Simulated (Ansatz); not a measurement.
**Relaxed lattice of Ti$_{2}$Co against the k-mesh**

Method: DFT PBEsol, scalar-relativistic, plane waves, PAW (Ansatz 0.2.0). Each run relaxes cell and atoms to zero pressure from this start:

```
Ti Co
1.0
     0.00000    3.36500    3.36500
     3.36500    0.00000    3.36500
     3.36500    3.36500    0.00000
Ti Co
4 2
Direct
  0.12500 0.12500 0.12500
  0.62500 0.12500 0.12500
  0.12500 0.12500 0.62500
  0.12500 0.62500 0.12500
  0.50000 0.50000 0.50000
  0.75000 0.75000 0.75000
```

- plane-wave cutoff: 420 eV
- occupation rule: Gaussian smearing, 0.1 eV
- list of starting moments (μB, in atom order): 0 0 0 0 0.59 0.59
- check for lower electronic states after the SCF: on

Lengths are those of the conventional cell, space group Fd-3m.

```
  k-mesh a (Å) volume (Å³/atom) gap on mesh (eV)
   1×1×1  6.483             11.35             metal
   2×2×2  6.943             13.95             metal
   4×4×4  6.969             14.10             metal
10×10×10  6.979             14.16             metal
```

**Question.** What does 6×6×6 give?

**Answer.** It gives:

```csv
k-mesh,a (Å),volume (Å³/atom),gap on mesh (eV)
6×6×6,6.980,14.17,metal
```

Cost: 5 runs of about 9.1 core-minutes in all, on Arm Neoverse V1 (shared hosts).